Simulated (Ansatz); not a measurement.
Strain response of TaN

Method: DFT PBEsol, scalar-relativistic, plane waves, PAW (Ansatz 0.2.0). Settings: 420 eV cutoff, 16×16×12 k-mesh, Gaussian smearing of 0.10 eV, no spin polarisation.

The relaxed crystal:

```xyz
4
Lattice="2.1878 2.1878 0.0000 -2.1878 2.1878 0.0000 0.0000 0.0000 4.3757" Properties=species:S:1:pos:R:3 pbc="T T T"
Ta    0.0000    2.1878    0.0000
Ta    0.0000    0.0000    2.1878
N     0.0000    0.0000    0.0000
N     0.0000    2.1878    2.1878
```

Deformation: c alone is stretched, the rest of the cell is held and the atoms relax, all within the symmetry that the strain leaves. Energies are extrapolated to zero smearing. On this cell's mesh the reference holds a stress of up to 0.10 GPa.

Spin–orbit coupling is left out, which can shift energies with elements as heavy as these.

| strain (%) | ΔE (meV/atom) | a (Å) | b (Å) | c (Å) |
| --- | --- | --- | --- | --- |
| -4.5 | 60.5 | 3.094 | 3.094 | 4.179 |
| -3.0 | 24.4 | 3.094 | 3.094 | 4.244 |
| -1.5 | 5.6 | 3.094 | 3.094 | 4.310 |
| +0.0 | 0.0 | 3.094 | 3.094 | 4.376 |
| +1.5 | 4.9 | 3.094 | 3.094 | 4.441 |
| +3.0 | 18.6 | 3.094 | 3.094 | 4.507 |
| +4.5 | 39.4 | 3.094 | 3.094 | 4.573 |

Q: What stiffness (1/V) d²E/dε² at zero strain does a cubic fit over all points give?

A: A cubic fit gives (1/V) d²E/dε² = 757 GPa at zero strain (the elastic constant along c at held a and b).

This rock-salt form isn't the usual stable structure of the compound.